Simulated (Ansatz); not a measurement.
Runs of Ansatz 0.2.0 on As. Symmetry: Pm-3m, No. 221, cubic system. Conventional cell: a = 2.704 Å, b = 2.704 Å, c = 2.704 Å, α = 90.00°, β = 90.00°, γ = 90.00°. As (site symmetry m-3m) is surrounded by 6 As at 2.70 Å. This isn't the form of As at room conditions, which is rhombohedral.

```tsv
task	level	spin	cell	k mesh	cutoff (eV)	points for each segment of the path	gap on the mesh (eV)	pressure (GPa)	relaxed volume (Å³/atom)
relaxation of cell and atoms	LDA	off	relaxed	10 × 10 × 10	420	-	none	0.0	(b)
relaxation of cell and atoms	BLYP	off	relaxed	10 × 10 × 10	420	-	none	0.0	21.96
relaxation of cell and atoms	PBEsol	off	relaxed	10 × 10 × 10	420	-	none	0.0	19.42
band structure	PBEsol	off	as given	10 × 10 × 10	420	14	none	-1.6	-
relaxation of cell and atoms	RPBE	off	relaxed	10 × 10 × 10	420	-	none	0.0	20.69
relaxation of cell and atoms	revPBE	off	relaxed	10 × 10 × 10	420	-	none	0.0	20.57
band structure	r2SCAN	off	as given	10 × 10 × 10	500	14	none	(a)	-
band structure	RPBE	off	as given	10 × 10 × 10	420	14	none	3.8	-
band structure	PBEsol	SOC, no magnetisation	as given	7 × 7 × 7	420	14	none	(c)	-
band structure	BLYP	off	as given	10 × 10 × 10	420	14	none	8.6	-
band structure	LDA	SOC, no magnetisation	as given	7 × 7 × 7	420	14	none	-2.8	-
band structure	revPBE	off	as given	10 × 10 × 10	420	14	none	3.4	-
```

Alike in all rows: potentials or basis Ansatz PAW; smearing fermi-dirac 0.05 eV.

Question: Estimate the missing entries.

Answer: (a) -0.2; (b) 19.06; (c) -1.2.

Caveats: the PAW data sets come from PBE, with cores solved anew for the run's functional, which leaves a small shift of forces and pressure; the plane-wave basis is chosen anew once the cell has moved, so the energies of steps on either side of that aren't comparable (some runs).

A k mesh can miss the band edges, and rows without SOC leave out spin-orbit coupling on As.

A gap of «none» marks a metal or a gap under the smearing width.

Runs at the PBE level aren't shown here.
